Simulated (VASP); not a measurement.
Crystal: BAs.

```
As B
1.0
     0.00000    2.38850    2.38850
     2.38850    0.00000    2.38850
     2.38850    2.38850    0.00000
As B
1 1
Direct
  0.75000 0.75000 0.75000
  0.00000 0.00000 0.00000
```

Base run:

- Program: VASP 6.6.1
- Functional: HSE03
- Potentials or basis: VASP PAW PBE potentials, release 64 (As, B)
- Cutoff: 520 eV
- k mesh: 6 × 6 × 6
- Occupations: gaussian, width 0.02 eV
- Spin: no spin polarisation

Its results: band gap on the k mesh 1.78 eV, indirect (least direct gap 3.94 eV); pressure -0.2 GPa.

The run is repeated on the same cell with these changes: functional from HSE03 to r2SCAN-EpsX. What comes out?

Band gap on the k mesh 1.96 eV, indirect (least direct gap 4.00 eV); pressure -0.3 GPa.

Caveats: the PAW data sets were made with another functional, which shifts forces and pressure a little; the mesh misses the band edges, which the band path finds closer together (some runs).

Not every run made on this cell is shown here.
